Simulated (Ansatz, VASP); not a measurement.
# One calculation of BN, two programs

The input INCAR:

```
PREC = Accurate
ENCUT = 600
EDIFF = 1E-6
ISMEAR = 0
SIGMA = 0.1
LREAL = False
LASPH = True
NELM = 80
ALGO = Normal
ISIF = 3
LWAVE = False
LCHARG = False
GGA = PE
IBRION = 2
NSW = 90
EDIFFG = -0.04
```

KPOINTS

```
Automatic mesh
0
Gamma
  12 12 2
```

The input POSCAR:

```
BN
1.0
    2.4168338500      0.0000000000      0.0000000000
   -1.2084169300      2.0930395100      0.0000000000
    0.0000000000      0.0000000000      7.8933073800
B N
4 4
Direct
    0.0000000000      0.0000000000      0.0937500000
    0.0000000000      0.0000000000      0.5937500000
    0.3333333300      0.6666666700      0.3437500000
    0.6666666700      0.3333333300      0.8437500000
    0.0000000000      0.0000000000      0.4062500000
    0.0000000000      0.0000000000      0.9062500000
    0.3333333300      0.6666666700      0.1562500000
    0.6666666700      0.3333333300      0.6562500000
```

Input for Ansatz:

```yaml
crystal:
  lattice:
    - [2.41683385, 0.0, 0.0]
    - [-1.20841693, 2.09303951, 0.0]
    - [0.0, 0.0, 7.89330738]
  atoms:
    - { symbol: B, position: [0.0, 0.0, 0.09375] }
    - { symbol: B, position: [0.0, 0.0, 0.59375] }
    - { symbol: B, position: [0.33333333, 0.66666667, 0.34375] }
    - { symbol: B, position: [0.66666667, 0.33333333, 0.84375] }
    - { symbol: "N", position: [0.0, 0.0, 0.40625] }
    - { symbol: "N", position: [0.0, 0.0, 0.90625] }
    - { symbol: "N", position: [0.33333333, 0.66666667, 0.15625] }
    - { symbol: "N", position: [0.66666667, 0.33333333, 0.65625] }
basis:
  ecutwfc: 420
kpoints:
  mp_grid: { grid: [12, 12, 2] }
hamiltonian:
  xc: pbe
scf:
  occupations: { method: gaussian, width: 0.1 }
  lower_state_search: "off"
output:
  forces: true
  stress: true
  eigenvalues: true
relax:
  adjacent_minimum: "off"
  f_tol: 0.04
  max_steps: 70
  cell: { stress_tol: 0.4 }
```

Alike in both runs: task relaxation of cell and atoms; functional PBE; k mesh 12 × 12 × 2; occupations gaussian, width 0.1 eV; no spin polarisation.

|  | VASP | Ansatz |
| --- | --- | --- |
| version | VASP 6.6.1 | Ansatz 0.2.0 |
| potentials or method | VASP PAW PBE potentials, release 64 (B, N) | scalar-relativistic, plane waves, PAW |
| plane-wave cutoff (eV) | 600 | 420 |
| valence electrons in the cell | 32 | 32 |

Ansatz gave:

* gap on the k mesh at the Fermi level, each at its own relaxed structure (eV): 5.51
* relaxed volume (Å³/atom): 5.96
* relaxed cell length with the largest relative difference (Å): 8.408
* energy change over the relaxation (meV/atom): -241

Which values does VASP return?

gap on the k mesh at the Fermi level, each at its own relaxed structure (eV): 5.50; relaxed volume (Å³/atom): 5.95; relaxed cell length with the largest relative difference (Å): 8.403; energy change over the relaxation (meV/atom): -243.

Caveats: the volume moved by over 15 % at a fixed basis, so the end points are rough (VASP). A k mesh can miss the band edges.
